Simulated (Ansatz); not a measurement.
# Al: opening a crack plane

Al, Im-3m, a = 3.213 Å. This isn't the element's structure at ambient conditions. Ansatz: PBEsol, PAW, 420 eV, Γ-centred 22×22×7 mesh on 4 atoms, Gaussian smearing 0.15 eV; no spin polarisation. One cut on (011) per cell of 4 atoms is opened rigidly by x, between planes of Al and Al that stand 2.27 Å apart; y is the energy per area (7.299 Å², 1 eV/Å² = 16.02 J/m²).

```
x (Å) y (J/m²)
 0.00     0.000
 0.25     0.126
 0.50     0.382
 0.75         ?
 1.00     0.908
 1.50     1.301
 2.00     1.547
 3.00     1.760
 4.50     1.811
 6.00     1.815
```

Problem. Fit the universal binding curve y = W[1 − (1 + x/l) e^(−x/l)] to the other rows, give the peak stress, and predict the missing value.

Solution. Least squares gives W = 1.82 J/m² and l = 0.595 Å. The stress dy/dx peaks at x = l with W/(e l) = 11.3 GPa, for rigid faces. At x = 0.75: x/l = 1.261, y = 0.654 J/m². The run gave 0.658 J/m², so the fit is 0.004 J/m² too low, within the rms miss on the fitted rows (0.006 J/m²).

Cost: 12 runs of about 1.8 core-minutes in all, on AMD EPYC 9R45 (Zen 5) (shared hosts).